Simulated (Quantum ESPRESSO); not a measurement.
**CdS (Hawleyite) under changes of volume**

One of the cells (24.808 Å³/atom); the others are scaled copies at fixed shape and fractional positions:

```
Cd S
1.0
     0.00000    2.91650    2.91650
     2.91650    0.00000    2.91650
     2.91650    2.91650    0.00000
Cd S
1 1
Cartesian
  0.0000 0.0000 0.0000
  4.3748 4.3748 4.3748
```

| Property | Result |
| --- | --- |
| Program | Quantum ESPRESSO 7.5 |
| Functional | PBE |
| Potentials or basis | SSSP 1.3 efficiency PBE |
| Cutoff | 816 eV |
| Density cutoff | 6531 eV |
| k mesh | 8 × 8 × 8 |
| Occupations | fermi-dirac, width 0.05 eV |
| Spin | no spin polarisation |

```csv
volume (Å³/atom),energy over the lowest point (meV/atom),pressure (GPa),gap on the mesh (eV)
23.319,59.33,7.7,1.25
23.815,38.19,5.9,1.20
24.312,22.20,4.3,1.16
24.808,?,?,?
25.304,3.62,1.7,1.08
25.800,0.13,0.5,1.04
26.296,0.00,-0.5,0.99
```

Q: What does the run at 24.808 Å³/atom give?

A: Energy over the lowest point 10.83 meV/atom; pressure 2.9 GPa; gap on the mesh 1.12 eV.

Worked out: A Birch-Murnaghan fit of order 3 (a polynomial in V^(-2/3)) to the other rows has its minimum at 26.07 Å³/atom with B0 = V·E''(V) = 54 GPa and B' = 4.6. It gives 10.83 meV/atom at 24.808 Å³/atom, against the run's 10.83, and -dE/dV = 3.0 GPa, against 2.9. A straight line through the other rows of the gap, of slope -2.1 eV per unit of ln V (its deformation potential), gives 1.12 eV, against the run's 1.12.

Energies are extrapolated to zero smearing.

Spin-orbit coupling on Cd is left out.
